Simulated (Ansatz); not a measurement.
## Ti: enthalpy against pressure

Ti, Fm-3m, a = 4.056 Å. This isn't the element's structure at ambient conditions. Ansatz: PBEsol, PAW, 420 eV, Γ-centred 18×18×18 mesh on 1 atom, Gaussian smearing 0.10 eV; no spin polarisation. Cell and atoms are relaxed at each pressure, and no other structure is tried, so the rows at high pressure may lie past a change of phase. y is the enthalpy over the state at zero pressure; there V0 = 16.680 Å³/atom. The pressures are the targets, met within 0.07 GPa.

| P (GPa) | y (eV/atom) |
| --- | --- |
| -3.0 | -0.3165 |
| 0.0 | 0.0000 |
| 3.0 | 0.3082 |
| 8.0 | 0.8059 |
| 15.0 | ? |
| 30.0 | 2.8144 |
| 60.0 | 5.2333 |

Problem. Fit y = c1 P + c2 P² + c3 P³ to the other rows, say what c1 and c2 mean, and predict the missing value.

Solution. Least squares on the rows shown. y = 0.10388 P − 0.00039354 P² + 1.9331×10⁻⁶ P³. Since dH/dP = V, c1 is V0: 0.10388 eV/GPa × 160.2 = 16.642 Å³ against 16.680; c2 = −V0/(2B0) gives B0 = 132 GPa, where a Birch–Murnaghan fit to the volumes of the same runs (not shown) gives 114 GPa: a cubic over this range folds the higher terms into c2. At P = 15.0 the fit asked for gives 1.4762 eV/atom. The run gave 1.4736 eV/atom, so the fit is 0.0026 eV/atom too high, 0.047 % of the span of the series, against an rms of 0.0007 eV/atom on the fitted rows. With a term in P⁴ added, a fit to the same known rows predicts 1.4731 eV/atom, so most of the miss is curvature that the known rows already hold.

The mesh isn't the same in all rows (18×18×18, 20×20×20).